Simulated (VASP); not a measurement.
The system is Te.

```
Te
1.0
     4.60135    0.00000    0.00000
    -2.30068    3.98489    0.00000
     0.00000    0.00000    5.90006
Te
3
Direct
  0.25670 0.00000 0.33333
  0.00000 0.25670 0.66667
  0.74330 0.74330 0.00000
```

```yaml
Program: VASP 6.6.1
Task: relaxation of cell and atoms
Functional: PBEsol
Potentials_or_basis: VASP PAW PBE potentials, release 64 (Te)
Cutoff: 600 eV
k_mesh: 9 × 9 × 6
Occupations: gaussian, width 0.1 eV
Spin: no spin polarisation
```

At the start: pressure -1.6 GPa; volume 36.06 Å³/atom.

Problem. How do energy, volume and symmetry change on relaxing?

Solution. Over 15 steps the energy falls by 38.2 meV/atom and the volume is 32.02 Å³/atom (-11.2 %); space group P3_121 (No. 152, to 0.05 Å).

Step by step:
```csv
step,energy change (eV),largest force (eV/Å),pressure (GPa),volume (Å³)
1,0.0000,0.1672,-1.55,108.18
2,-0.0283,0.4462,0.49,102.80
3,-0.0283,0.4330,0.39,103.04
4,-0.0592,0.3531,0.42,101.05
5,-0.1041,0.1640,1.21,95.15
6,-0.0962,0.1117,-1.72,99.37
7,-0.1135,0.0360,-0.11,96.90
8,-0.1135,0.0383,-0.08,96.86
9,-0.1139,0.0313,-0.06,96.68
10,-0.1145,0.0104,0.03,96.14
11,-0.1145,0.0065,0.03,96.03
12,-0.1145,0.0045,0.04,95.98
13,-0.1145,0.0054,0.05,96.01
14,-0.1144,0.0123,-0.12,96.23
15,-0.1145,0.0009,0.01,96.06
```

Final structure:
```yaml
crystal:
  lattice:
    - [4.31182, 0.00000, 0.00000]
    - [-2.15591, 3.73414, 0.00000]
    - [0.00000, 0.00000, 5.96633]
  atoms:
    - { symbol: Te, position: [0.28469, 0.00000, 0.33333] }
    - { symbol: Te, position: [0.00000, 0.28469, 0.66667] }
    - { symbol: Te, position: [0.71531, 0.71531, 0.00000] }
```

Caveat: the PAW data sets were made with another functional, which shifts forces and pressure a little.
